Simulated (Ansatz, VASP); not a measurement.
## Cross-check of AgCl (Chlorargyrite) between VASP and Ansatz

Aim: how closely do two programs agree when they are given the same cell, functional and k mesh? The cell is taken from a series of VASP runs on this material, whose earlier steps may have relaxed, scaled or displaced it; both programs get it as it stands.

Main program and level: Ansatz 0.2.0; plane waves, with VASP 6.6.1 beside it; relaxation of cell and atoms at r2SCAN.

### Step 1. Set-up

The structure is cubic, space group Fm-3m (No. 225). Conventional cell: a = 5.540 Å, b = 5.540 Å, c = 5.540 Å, α = 90.00°, β = 90.00°, γ = 90.00°. Nearest to Ag lie 6 Cl at 2.77 Å. Cl has 6 Ag at 2.77 Å nearest. Farther neighbours and most contacts between anions are not listed.

### Step 2. Ansatz: relaxation of cell and atoms, r2SCAN

Ansatz runs on its default PAW (the set named soft_2) files.

The relaxed volume is the usual yardstick between codes: its relative difference is about their pressure difference at one cell divided by the bulk modulus.

input.yaml reads:

```yaml
crystal:
  lattice:
    - [0.0, 2.7701836009, 2.7701836009]
    - [2.7701836009, 0.0, 2.7701836009]
    - [2.7701836009, 2.7701836009, 0.0]
  atoms:
    - { symbol: Ag, position: [0.0, 0.0, 0.0] }
    - { symbol: Cl, position: [0.5, 0.5, 0.5] }
hamiltonian:
  xc: r2scan
  pseudopotentials: { kind: paw }
kpoints:
  mp_grid: { grid: [8, 8, 8] }
scf:
  occupations: { method: gaussian, width: 0.03 }
relax:
  f_tol: 0.01
  max_steps: 60
  cell: { stress_tol: 0.05 }
output:
  forces: true
  stress: true
```

Launch:

```
> ansatz run input.yaml --threads 4 --pin off --max-ram 9216MiB --backend cpu --events-out ev --progress --plain --runs-dir out
```

Numbers of over 12 decimals in the logs are rounded to 6 here.

Output:

```text
Engine: ansatz 0.2.0, aarch64-unknown-linux-gnu
Pseudopotentials: kind: paw
Pseudopotential: Ag, paw, valence charge 19, recommended cutoff 500 eV (meta_gga), Ag.paw.azcp
Pseudopotential: Cl, paw, valence charge 7, recommended cutoff 500 eV (meta_gga), Cl.paw.azcp
Functional definition: r2SCAN
  parameter k0 = 0.174
  parameter k1 = 0.065
  parameter a1 = 4.9479
  exchange = r2scan_x(k0 = k0, k1 = k1, a1 = a1)
  correlation = r2scan_c
Crystal: 2 atoms, lattice volume = 42.516 Å³
Basis set: ecut = 500 eV, 1067 PW (Γ), exchange–correlation on 120×120×120 points (64 copies of the dense FFT grid, shifted against one another)
Bands: 17, of which v1, the nominal top of the filled ones, is band 13 counted from 1 (12 counted from 0)
Symmetry: 48 space group operations
Space group: Fm-3m (ITA 225), of the structure as read, at distance tolerance 3.5e-5 Å
k-points: 29 of 512
Non-local potential: Ag, projectors of the file, l = 0: 3, l = 1: 2, l = 2: 2, l = 3: 1
Non-local potential: Cl, projectors of the file, l = 0: 2, l = 1: 2, l = 2: 2
PAW form: soft (Blöchl's): semilocal exchange-correlation on the pseudo side does not see the compensation charge
PAW frozen core: Ag, regenerated for the run's functional (the file was generated under x = pbe(κ = 0.804, μ = 0.219515), c = pbe(β = 0.066725))
PAW frozen core: Cl, regenerated for the run's functional (the file was generated under x = pbe(κ = 0.804, μ = 0.219515), c = pbe(β = 0.066725))
PAW one-centre angular grid: Ag, 590 points (default); XC on 160 Gauss nodes
PAW one-centre angular grid: Cl, 302 points (default); XC on 160 Gauss nodes
Initial density: superposition of atomic densities (neutral atoms: chi_scale 0, normalization atom), corrected by the library's trained network
Initial wavefunctions: pseudopotential atomic-orbital guess
Functional: x = r2scan, c = r2scan; τ floored in thin density (d = 2e-4 eV/Å³)
SCF iter   1: F=—  HF=-8688.745351 eV  |F-HF|=—  |Δ(HF+E_count)|=         —  Δρ=7.85e-3  dr2=1.90e-2  dr2_τ=5.33e-3  ethr=1.77e-3  ⟨swp⟩=5.6  Hψ=2445  notcnv=0
preconditioner: auto → none  [insulator: Δε(μ)=1.520 eV  Ē_g=11.709 eV  σ=0.030 eV  W_gap=1.00  n_scr=14 (ndim 8)  ℏωp=24.2 eV  f_vac=0.030  D(μ)=0.00/eV (n_scr^D=0)  ε∞_Penn≈5.3]
SCF iter   2: F=—  HF=-8688.747046 eV  |F-HF|=—  |Δ(HF+E_count)|=   1.70e-3  Δρ=4.27e-3  dr2=3.51e-3  dr2_τ=8.05e-4  ethr=7.32e-5  ⟨swp⟩=2.9  Hψ=1026  notcnv=0
SCF iter   3: F=—  HF=-8688.746692 eV  |F-HF|=—  |Δ(HF+E_count)|=   3.55e-4  Δρ=1.99e-3  dr2=7.10e-4  dr2_τ=7.76e-5  ethr=1.35e-5  ⟨swp⟩=2.7  Hψ=866  notcnv=0
SCF iter   4: F=—  HF=-8688.746768 eV  |F-HF|=—  |Δ(HF+E_count)|=   7.69e-5  Δρ=7.92e-4  dr2=1.28e-4  dr2_τ=1.48e-5  ethr=2.73e-6  ⟨swp⟩=1.0  Hψ=493  notcnv=0
SCF iter   5: F=—  HF=-8688.746782 eV  |F-HF|=—  |Δ(HF+E_count)|=   1.36e-5  Δρ=1.58e-4  dr2=5.42e-6  dr2_τ=7.60e-7  ethr=4.91e-7  ⟨swp⟩=1.9  Hψ=734  notcnv=0
SCF iter   6: F=—  HF=-8688.746783 eV  |F-HF|=—  |Δ(HF+E_count)|=   8.51e-7  Δρ=1.90e-5  dr2=8.11e-8  dr2_τ=1.16e-8  ethr=3.85e-10  ⟨swp⟩=3.0  Hψ=2081  notcnv=0
SCF iter   7: F=-8688.746783 eV  HF=-8688.746783 eV  |F-HF|=8.37e-11  |Δ(HF+E_count)|=   3.65e-8  Δρ=9.31e-7  dr2=1.88e-10  dr2_τ=8.46e-11  ethr=3.12e-10  ⟨swp⟩=2.1  Hψ=1689  notcnv=0
SCF 1 converged in 7 iterations: F = -8688.746783 eV  dr2 = 1.88e-10
  greatest PAW one-centre occupation: 1.003 electrons in one spin orbital (limit 2), on the Ag atom at site 0 (counted from 0), in its partial waves of l = 1
relax step   1: F+E_penalty+E_count = -8688.74678296 eV  Δ(F+E_penalty+E_count) = +0.000e0 eV  max|allowed force component| = 3.057e-30 eV/Å  Δτ_max = 0.0000 Å  P = +0.129 GPa  Ω = 42.516 Å³  (7 SCF iters, dr2 threshold 1.00e-7 eV, accepted)
[...]
relax step   2: F+E_penalty+E_count = -8688.74679062 eV  Δ(F+E_penalty+E_count) = -7.667e-6 eV  max|allowed force component| = 1.331e-30 eV/Å  Δτ_max = 0.0000 Å  P = -0.020 GPa  Ω = 42.641 Å³  energy of the carried Pulay correction = -3.452e-5 eV  (4 SCF iters, dr2 threshold 4.16e-8 eV, accepted)
[...]
relax step   3: F+E_penalty+E_count = -8688.74684164 eV  Δ(F+E_penalty+E_count) = -5.102e-5 eV  max|allowed force component| = 2.958e-30 eV/Å  Δτ_max = 0.0000 Å  P = -0.019 GPa  Ω = 42.641 Å³  stress off target by 1.91e-2 GPa  SCF on the basis re-selected at this cell (its energy is not comparable with the rows above)  (5 SCF iters)
basis re-selected at this cell: Δ(F+E_penalty+E_count) = -5.102e-5 eV, ΔP = +0.001 GPa vs the last step (what re-selecting the basis moved, of the pressure what is left beyond the Pulay correction that the steps carried, after the strain that the cell walked since its last selection, with what the two solves' SCF thresholds leave and, on support functions, any second-order correction that the steps lacked; it is no m [...]
SCF converged after 5 iterations
Free energy (F): -8688.746842 eV
Harris-Foulkes:  -8688.746842 eV  (|F-HF|=1.82e-12)
Internal energy: -8688.746842 eV  (E = F + TS)
E sigma→0 (E₀):  -8688.746842 eV
Fermi energy:    8.533351 eV
--- Per-component energies (eV) ---
  E_band       = -382.190320
  E_kinetic    = 689.622801
  E_local      = -3214.978706  (includes V_loc(G=0)·N_el)
  E_nonlocal   = 114.254115
  E_hartree    = 1413.114667
  E_xc         = -280.433034
  E_vxc        = -394.104981  (∫ρ·V_xc dr)
  E_paw        = -4592.903281  (= ΣΔE_a)
  E_vpaw       = -428.697792  (= ΣTr[D̂ρ^β])
  E_aug_tail   = 0.000117  (compensation charges beyond the density's cutoff)
  E_vtau       = 25.484776  (kinetic-family band-sum trace: ∫τ·v_τ [+ j·A + Jᵃ·Aᵃ] dr)
  E_ewald      = -2816.777805
  E_core_change = -0.645718  (= ΣΔE_core)
  E_smearing   = -0.000000  (= −TS)
  E_closure    = 0.000000  (closes the sum)
  Σ components = -8688.746842   (vs F -8688.746842, Δ=0.00e0)
--- Forces (eV/Å), atoms counted from 1 ---
  atom   1  Ag    -0.00000000     0.00000000     0.00000000
  atom   2  Cl     0.00000000     0.00000000     0.00000000
  max |Σ_I F_I| component: 3.55e-30 eV/Å
--- Stress (GPa, compression-positive) ---
       -0.019098      -0.000000      -0.000000
       -0.000000      -0.019098       0.000000
       -0.000000       0.000000      -0.019098
  P = ⅓ Tr σ = -0.0191 GPa (-0.191 kbar)
--- Relaxed structure (2 steps of the walk, 2 accepted, 1 SCFs on fresh bases) ---
  F+E_penalty+E_count = -8688.74684164 eV   max|allowed force component| = 2.958e-30 eV/Å   (the final SCF, on the basis selected at the relaxed cell)
  cell:  # Å, volume = 42.6407 Å³
    - [0, 2.772882, 2.772882]
    - [2.772882, 0, 2.772882]
    - [2.772882, 2.772882, 0.0]
  atoms:
    - { symbol: Ag, position: [0, 0, 0] }
    - { symbol: Cl, position: [0.5, 0.5, 0.5] }
```

The job ended after 2.1 s (4 threads of Arm Neoverse V2, shared host; peak memory 0.44 GiB).

### Step 3. VASP: relaxation of cell and atoms, r2SCAN

The same cell, functional, mesh and smearing now go to VASP, with its own data sets and cutoff.

Lines of VASP's logs that name or quote its potential files are left out, and so is its time.

INCAR reads:

```
SYSTEM = AgCl
PREC = Accurate
ENCUT = 450
EDIFF = 1E-06
NELM = 100
ISMEAR = 0
SIGMA = 0.03
LREAL = .FALSE.
ALGO = Normal
METAGGA = R2SCAN
LASPH = .TRUE.
NBANDS = 15
LORBIT = 11
LWAVE = .FALSE.
LCHARG = .FALSE.
KPAR = 2
IBRION = 2
NSW = 50
ISIF = 3
EDIFFG = -0.01
```

POSCAR reads:

```
AgCl
1.0
    0.0000000000      2.7701836009      2.7701836009
    2.7701836009      0.0000000000      2.7701836009
    2.7701836009      2.7701836009      0.0000000000
Ag Cl
1 1
Direct
    0.0000000000      0.0000000000      0.0000000000
    0.5000000000      0.5000000000      0.5000000000
```

KPOINTS reads:

```
Automatic mesh
0
Gamma
8 8 8
0 0 0
```

The projector-augmented-wave data sets are Ag and Cl (PBE family, release 64).

Launch:

```
> mpirun -np 2 vasp_std
```

Output:

```text
[banner, memory and clock lines left out]
running    2 mpi-ranks, on    1 nodes
 distrk:  each k-point on    1 cores,    2 groups
 distr:  one band on    1 cores,    1 groups

 POSCAR found type information on POSCAR AgCl
 POSCAR found :  2 types and       2 ions
|                                                                             |
|               ----> ADVICE to this user running VASP <----                  |
|                                                                             |
|     You enforced a specific xc type in the INCAR file but a different       |
|     [... a line on the potential file left out ...]
|     I HOPE YOU KNOW WHAT YOU ARE DOING!                                     |
|                                                                             |

 LDA part: xc-table for (None), standard interpolation
 POSCAR, INCAR and KPOINTS ok, starting setup
 FFT: planning ... GRIDC
 FFT: planning ... GRID_SOFT
 FFT: planning ... GRID
 WAVECAR not read
 entering main loop
       N       E                     dE             d eps       ncg     rms          rms(c)
DAV:   1     0.683613301610E+02    0.68361E+02   -0.80864E+03   870   0.977E+02
DAV:   2    -0.301379701826E+02   -0.98499E+02   -0.91538E+02  1066   0.225E+02
DAV:   3    -0.336845355752E+02   -0.35466E+01   -0.35384E+01  1066   0.456E+01
DAV:   4    -0.337093098919E+02   -0.24774E-01   -0.24772E-01  1087   0.416E+00
DAV:   5    -0.337096789960E+02   -0.36910E-03   -0.36910E-03  1108   0.514E-01    0.654E+00
DAV:   6    -0.287130449621E+02    0.49966E+01   -0.37269E+00   898   0.212E+01    0.613E+00
DAV:   7    -0.286533372408E+02    0.59708E-01   -0.17241E-01  1003   0.438E+00    0.395E+00
DAV:   8    -0.286412612691E+02    0.12076E-01   -0.12018E-01   989   0.409E+00    0.809E-01
DAV:   9    -0.286429086124E+02   -0.16473E-02   -0.50385E-03  1087   0.739E-01    0.389E-01
DAV:  10    -0.286422221081E+02    0.68650E-03   -0.17754E-03  1066   0.484E-01    0.115E-01
DAV:  11    -0.286422184369E+02    0.36711E-05   -0.56376E-04  1038   0.202E-01    0.453E-02
DAV:  12    -0.286422112652E+02    0.71717E-05   -0.27284E-05  1157   0.651E-02    0.202E-02
DAV:  13    -0.286422112521E+02    0.13147E-07   -0.14786E-05  1038   0.405E-02    0.335E-03
DAV:  14    -0.286422112784E+02   -0.26311E-07   -0.28467E-07   596   0.580E-03
   1 F= -.28642211E+02 E0= -.28642211E+02  d E =-.286422E+02
 curvature:   0.00 expect dE= 0.000E+00 dE for cont linesearch  0.000E+00
 trial: gam= 0.00000 g(F)=  0.234E-60 g(S)=  0.716E-06 ort = 0.000E+00 (trialstep = 0.100E+01)
 search vector abs. value=  0.716E-06
 reached required accuracy - stopping structural energy minimisation
```

OUTCAR, selected parts (step 3):

```text
ion  position               nearest neighbor table
   1  0.000  0.000  0.000-   2 2.77   2 2.77   2 2.77   2 2.77   2 2.77   2 2.77
   2  0.500  0.500  0.500-   1 2.77   1 2.77   1 2.77   1 2.77   1 2.77   1 2.77

  LATTYP: Found a face centered cubic cell.
 ALAT       =     5.5403672018

 Subroutine GETGRP returns: Found 48 space group operations
 (whereof 48 operations were pure point group operations)

The static configuration has the point symmetry O_h .

 Found     29 irreducible k-points:

   k-points           NKPTS =     29   k-points in BZ     NKDIM =     29   number of bands    NBANDS=     15

   dimension x,y,z NGX =    28 NGY =   28 NGZ =   28
   dimension x,y,z NGXF=    56 NGYF=   56 NGZF=   56

   ENCUT  =  450.0 eV  33.07 Ry    5.75 a.u.   6.78  6.78  6.78*2*pi/ulx,y,z

   NELECT =      18.0000    total number of electrons

 k-points in reciprocal lattice and weights: Automatic mesh
   0.00000000  0.00000000  0.00000000       0.002
   0.12500000  0.00000000  0.00000000       0.016
   0.25000000  0.00000000  0.00000000       0.016
   0.37500000  0.00000000  0.00000000       0.016
   0.50000000  0.00000000  0.00000000       0.008
   0.12500000  0.12500000  0.00000000       0.012
   0.25000000  0.12500000  0.00000000       0.047
   0.37500000  0.12500000  0.00000000       0.047
   0.50000000  0.12500000  0.00000000       0.047
[...]
-0.37500000  0.50000000  0.12500000       0.023
  -0.25000000  0.50000000  0.25000000       0.012

 average (electrostatic) potential at core
       1 -78.1121       2 -94.7944

 E-fermi :   3.7311

 k-point     1 :       0.0000    0.0000    0.0000
  band No.  band energies     occupation
    ...
      5       1.1333      2.00000
      6       1.1333      2.00000
      7       1.1333      2.00000
      8       1.1839      2.00000
      9       1.1839      2.00000
     10       5.0003      0.00000
     11      14.9150      0.00000
     12      14.9150      0.00000
     13      14.9150      0.00000
     14      16.3405      0.00000
    ...

 k-point     2 :       0.1250    0.0000    0.0000
  band No.  band energies     occupation
    ...
      5       1.1882      2.00000
      6       1.1882      2.00000
      7       1.4076      2.00000
      8       1.9777      2.00000
      9       1.9777      2.00000
     10       5.6889      0.00000
     11      13.5354      0.00000
     12      14.6451      0.00000
     13      14.6451      0.00000
     14      16.2964      0.00000
    ...

 k-point     3 :       0.2500    0.0000    0.0000
  band No.  band energies     occupation
    ...
      5       1.3130      2.00000
      6       1.3130      2.00000
      7       1.5762      2.00000
      8       2.7613      2.00000
      9       2.7613      2.00000
     10       7.0130      0.00000
     11      11.8952      0.00000
     12      13.3856      0.00000
     13      13.3856      0.00000
     14      16.4581      0.00000
    ...

  Total        0.0031453      0.0031453      0.0031453     -0.0000000     -0.0000000      0.0000000
  in kB        0.1185278      0.1185278      0.1185278     -0.0000000     -0.0000000      0.0000000
  external PRESSURE =       0.1185278 kB  Pullay stress =       0.0000000 kB

  energy-cutoff  :      450.00
  volume of cell :       42.52
      direct lattice vectors                 reciprocal lattice vectors
     0.000000000  2.770183601  2.770183601    -0.180493452  0.180493452  0.180493452
     2.770183601  0.000000000  2.770183601     0.180493452 -0.180493452  0.180493452
     2.770183601  2.770183601  0.000000000     0.180493452  0.180493452 -0.180493452

 POSITION                                       TOTAL-FORCE (eV/Angst)
 -----------------------------------------------------------------------------------
      0.00000      0.00000      0.00000         0.000000     -0.000000      0.000000
      2.77018      2.77018      2.77018        -0.000000      0.000000     -0.000000
 -----------------------------------------------------------------------------------
    total drift:                                0.000000      0.000000      0.000000

  FREE ENERGIE OF THE ION-ELECTRON SYSTEM (eV)
  ---------------------------------------------------
  free  energy   TOTEN  =       -28.6422112784 eV

  energy  without entropy=      -28.6422112784  energy(sigma->0) =      -28.64221128

 reached required accuracy - stopping structural energy minimisation

 total charge
# of ion       s       p       d       tot
------------------------------------------
    1        0.192   0.134   9.391   9.717
    2        1.609   3.517   0.000   5.126
--------------------------------------------------
tot          1.801   3.650   9.391  14.843

[... 3 further parts left out ...]
```

### Step 4. Side by side

Known differences besides the potentials themselves: VASP keeps PBE cores, Ansatz makes them for the functional; both relaxations stop at a tolerance, which leaves soft axes loose, and VASP keeps its plane-wave basis; the data sets hold 26 valence electrons in Ansatz (default PAW (the set named soft_2) files) and 18 in VASP; the cutoff is 500 eV in Ansatz and 450 eV in VASP; Ansatz adds a Pulay correction to the stress that steers its cell, VASP none. Total energies have different zeros and are not compared.

Both answers:

| quantity | Ansatz | VASP | difference |
| --- | --- | --- | --- |
| volume (Å³) | 42.64 | 42.52 | +0.29 % |
| edge a after relaxation, in the typed setting (Å) | 3.921 | 3.918 | +0.10 % |

The walks stopped with -0.02 GPa left in Ansatz and 0.01 GPa in VASP; each walk ends within a tolerance, so the volume difference is uncertain by about these residues over the bulk modulus, most in soft cells.

### Step 5. Outcome

```
difference in volume (relaxation of cell and atoms, r2SCAN) : 0.29 %
```

The difference in volume is 0.29 % (relaxation of cell and atoms, r2SCAN), within the 1.2 % picked in this series as the mark of a large difference, as far as the stopping tolerances let one tell. 1 further run of this series is not shown here. How closely two codes agree says nothing of how well the functional describes the real material.

[Lines on the potential files, build, host, timing and source positions are cut from VASP's logs without a mark.]

[Logs are printed without paths, hosts, clocks, repeated set-up lines and the standing remarks that a program may print on its own settings, such as how far it seeks lower states.]

[Hosts, paths, dates, database ids (printed as entryN), source tags and the programs' standing remarks are cut or masked in the printed files.]
